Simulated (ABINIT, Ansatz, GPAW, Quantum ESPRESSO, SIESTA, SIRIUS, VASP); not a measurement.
**Pb: 8 runs at one level of theory**

```
CELL_PARAMETERS angstrom
0.00000 2.47502 2.47502
2.47502 0.00000 2.47502
2.47502 2.47502 0.00000
ATOMIC_POSITIONS crystal
Pb 0.00000 0.00000 0.00000
```

Alike in all runs: task single point; functional PBEsol; k mesh 9 × 9 × 9; occupations fermi-dirac, width 0.05 eV; no spin polarisation; no spin-orbit coupling. Pressure is positive in compression and, in plane waves, holds the error of the finite cutoff, which Ansatz's Pulay term estimates and takes out.

| program and potentials | plane-wave cutoff (eV) | notes | pressure (GPa) |
| --- | --- | --- | --- |
| Ansatz, Ansatz PAW | 420 | potentials made for PBE, which Ansatz adapts in part | -0.61 |
| VASP, PBE PAW files Pb_d, 520 eV | 520 | potentials made for PBE | -0.70 |
| SIESTA, files PseudoDojo sr-pbesol-0.4.1-standard, DZP (energy shift 0.003 Ry; two zetas on semicore shells) | - | atomic basis | 0.05 |
| Quantum ESPRESSO, GBRV 1.5 PBEsol | 612 | - | -0.82 |
| ABINIT, PseudoDojo NC SR PBEsol v0.4.1 standard | 762 | - | -0.59 |
| Ansatz, all-electron LAPW, scalar-relativistic | - | - | -0.60 |
| SIRIUS, PseudoDojo 0.4.1 PBEsol standard (scalar relativistic) | 765 | - | -0.59 |
| GPAW, PAW data sets generated for this functional | 600 | - | -0.86 |

The pressure spans -0.86 (GPAW, PAW data sets generated for this functional) to 0.05 GPa (SIESTA, files PseudoDojo sr-pbesol-0.4.1-standard, DZP (energy shift 0.003 Ry; two zetas on semicore shells)), with all-electron results at -0.60. Rows in atomic bases carry the error of their basis and grid, which can be large.

Differences between rows come from potentials, basis sets and numerical settings, since the functional is the same but for its coding. Runs on potential files found faulty are left out.
